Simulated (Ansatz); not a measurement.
Here are 5 structures of RbBr, each relaxed with r2SCAN (Ansatz 0.2.0). Computed values for non-magnetic cells; some structures come from databases, others from prototypes and may be hypothetical.

- CsCl type: the symmetry is Pm-3m (No. 221, cubic); a = 4.128 Å in the conventional setting, 35.17 Å³ an atom. Rb is surrounded by 8 Br at 3.57 Å; Br is surrounded by 8 Rb at 3.57 Å.
- NiAs type: it is hexagonal, P6_3/mmc (No. 194); a = 4.771 Å, c = 8.410 Å in the conventional setting, 41.45 Å³ an atom. Rb is surrounded by 6 Br at 3.47 Å; Br is surrounded by 6 Rb at 3.47 Å.
- rocksalt: the symmetry is Fm-3m (No. 225, cubic); a = 6.922 Å in the conventional setting, 41.45 Å³ an atom. Rb has 6 Br at 3.46 Å; Br has 6 Rb at 3.46 Å.
- wurtzite (relaxed to P6_3/mmc): the symmetry is P6_3/mmc (No. 194, hexagonal); conventional cell a = 5.890 Å, c = 6.870 Å, 51.61 Å³ an atom. Around Rb lie 5 Br at 3.40–3.44 Å; around Br lie 5 Rb at 3.40–3.44 Å.
- zincblende: space group F-43m (No. 216), cubic; conventional cell a = 7.739 Å, 57.94 Å³ an atom. Rb is surrounded by 4 Br at 3.35 Å; Br is surrounded by 4 Rb at 3.35 Å.

(1) Which is lowest in energy with r2SCAN, and by how much?

(2) Does the order change among the functionals that relaxed these cells?

(3) What gaps does HSE06 give on these cells?

(4) What gaps does PBE give on these cells?

Results:

(1) Among these cells the lowest with r2SCAN is rocksalt, 23 meV an atom below the next, CsCl type. Other structures, not computed here, could lie lower. In meV an atom: rocksalt, 0; CsCl type, 23; NiAs type, 25; wurtzite (relaxed to P6_3/mmc), 65; zincblende, 139.

(2) Not for the lowest cell. PBE agrees on the lowest cell. PBE: CsCl type 55, NiAs type 25, rocksalt 0, wurtzite (relaxed to P6_3/mmc) 41, zincblende 93 meV an atom.

(3) CsCl type: 5.26 i (M → Γ); NiAs type: 5.39 d (Γ); rocksalt: 5.44 d (Γ); zincblende: 5.17 i (X → Γ) (eV; d direct, i indirect).

(4) CsCl type: 4.08 i (M → Γ); NiAs type: 4.23 d (Γ); rocksalt: 4.29 d (Γ); wurtzite (relaxed to P6_3/mmc): 4.06 d (Γ); zincblende: 4.07 i (X → Γ) (eV; d direct, i indirect).

The runs are scalar-relativistic, without spin-orbit coupling.

The meshes of the hybrids are coarse, so their gaps aren't converged to the digits shown.
